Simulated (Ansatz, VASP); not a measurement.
# One calculation of PbSe, two programs

```
CELL_PARAMETERS angstrom
0.00000 3.06200 3.06200
3.06200 0.00000 3.06200
3.06200 3.06200 0.00000
ATOMIC_POSITIONS crystal
Pb 0.00000 0.00000 0.00000
Se 0.50000 0.50000 0.50000
```

Alike in both runs: task single point; functional PBEsol; k mesh 8 × 8 × 8; occupations gaussian, width 0.01 eV; no spin polarisation.

|  | VASP | Ansatz |
| --- | --- | --- |
| version | VASP 6.6.1 | Ansatz 0.2.0 |
| potentials or method | VASP PAW PBE potentials, release 64 (Pb_d, Se) | scalar-relativistic, plane waves, PAW |
| plane-wave cutoff (eV) | 520 | 420 |
| valence electrons in the cell | 20 | 30 |

|  | VASP | Ansatz | Ansatz less VASP |
| --- | --- | --- | --- |
| gap on the k mesh at the Fermi level (eV) | 0.21 | 0.21 | +0.004 |
| least direct gap on the mesh (eV) | 0.21 | 0.21 | +0.004 |

With one functional, cell and mesh, what is left measures potentials, basis and numerics. The two sets of potentials don't hold the same shells in valence. Ansatz warned: «pseudo_functional_mismatch».

Caveats: spin-orbit coupling is left out, which as a rule narrows the gap of such compounds by several tenths of an eV.
